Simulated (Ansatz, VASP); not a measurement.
**H2Pt: VASP beside Ansatz**

```
Pt H
1.0
     2.88746    0.00000    0.00000
    -1.44373    2.50061    0.00000
     0.00000    0.00000    4.68892
Pt H
1 2
Direct
  0.00000 0.00000 0.00000
  0.33333 0.66667 0.17888
  0.66667 0.33333 0.82112
```

Alike in both runs: functional PBE; k mesh 14 × 14 × 8; occupations fermi-dirac, width 0.05 eV; no spin polarisation.

Ansatz relaxed the structure, and its values are those at the end. VASP's run is a single point on that final structure, the one shown.

|  | VASP | Ansatz |
| --- | --- | --- |
| version | VASP 6.6.1 | Ansatz 0.2.0 |
| potentials or method | VASP PAW PBE potentials, release 64 (Pt, H) | PAW with Ansatz's default frozen-core files, scalar-relativistic |
| plane-wave cutoff (eV) | 520 | 420 |
| valence electrons in the cell | 12 | 20 |

```csv
,VASP,Ansatz,Ansatz less VASP
pressure (GPa),-0.1,0.0,+0.14
rms of the force components (eV/Å),0.004,0.000,-0.0039
```

The two sets of potentials don't hold the same shells in valence.

Spin-orbit coupling is left out, which matters for the levels of Pt.
